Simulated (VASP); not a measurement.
Crystal: CuI (Marshite).

```
I Cu
1.0
     0.00000    3.03150    3.03150
     3.03150    0.00000    3.03150
     3.03150    3.03150    0.00000
I Cu
1 1
Direct
  0.00000 0.00000 0.00000
  0.75000 0.75000 0.75000
```

```yaml
Program: VASP 6.6.1
Task: relaxation of cell and atoms
Functional: r2SCAN
Dispersion: rVV10
Potentials_or_basis: VASP PAW PBE potentials, release 64 (I, Cu)
Cutoff: 600 eV
k_mesh: 8 × 8 × 8
Occupations: gaussian, width 0.05 eV
Spin: no spin polarisation
```

At the start: pressure -1.6 GPa; volume 27.86 Å³/atom.

Q: Where does the relaxation end?

A: Over 3 steps the energy falls by 5.5 meV/atom and the volume is 26.81 Å³/atom (-3.8 %); space group F-43m (No. 216, to 0.05 Å).

Step by step:
```tsv
step	energy change (eV)	largest force (eV/Å)	pressure (GPa)	volume (Å³)
1	0.0000	0.0000	-1.63	55.72
2	-0.0109	0.0000	0.13	53.47
3	-0.0110	0.0000	0.00	53.62
```

Final structure:
```xyz
2
Lattice="0.0000 2.9930 2.9930 2.9930 0.0000 2.9930 2.9930 2.9930 0.0000" Properties=species:S:1:pos:R:3 pbc="T T T"
I     0.0000    0.0000    0.0000
Cu    4.4894    4.4894    4.4894
```

Caveat: the PAW data sets were made with another functional, which shifts forces and pressure a little.
